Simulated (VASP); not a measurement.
Set up this calculation in VASP 6.6.1, as the native input.

```yaml
Task: single point
Functional: PBEsol
Potentials_or_basis: VASP PAW PBE potentials, release 64 (Sn_d, Se)
Cutoff: 520 eV
k_mesh: 8 × 8 × 8
Occupations: fermi-dirac, width 0.05 eV
Spin: no spin polarisation
Ladder: free
Further_INCAR_settings: ALGO = Normal; EDIFF = 1e-07; NBANDS = 17
```

The structure of SnSe lies in POSCAR:

```
SnSe
1.0
    0.0000000000      3.0100000000      3.0100000000
    3.0100000000      0.0000000000      3.0100000000
    3.0100000000      3.0100000000      0.0000000000
Sn Se
1 1
Direct
    0.0000000000      0.0000000000      0.0000000000
    0.5000000000      0.5000000000      0.5000000000
```

Measurements of this composition are mostly on another form, of space group No. 62.

These files were run (other wordings do the same):

INCAR

```
SYSTEM = SnSe
ALGO = Normal ; EDIFF = 1E-7
ENCUT = 520 ; GGA = PS
ISIF = 2 ; ISMEAR = -1
LASPH = .TRUE. ; LCHARG = .FALSE.
LREAL = .FALSE. ; LWAVE = .FALSE.
NBANDS = 17 ; NELM = 100
PREC = Accurate ; SIGMA = 0.05
```

KPOINTS

```
k-points
0
G
  8 8 8
  0 0 0
```

Potentials or basis: VASP PAW PBE potentials, release 64 (Sn_d, Se).

The run is started by

```bash
$ cat potpaw_PBE.64/Sn_d/POTCAR potpaw_PBE.64/Se/POTCAR > POTCAR
$ mpirun -np 1 vasp_std > vasp.out
```

It gave:

* Pressure: -1.9 GPa
* Band gap on the k mesh: 0.65 eV, direct

Caveat: the PAW data sets were made with another functional, which shifts forces and pressure a little; spin-orbit coupling is left out, which moves the levels of the heavy elements.

Wall time 20 s on 1 thread of Intel(R) Xeon(R) Platinum 8259CL CPU @ 2.50GHz (Skylake/Cascade Lake) (shared host), peak memory 0.18 GiB.
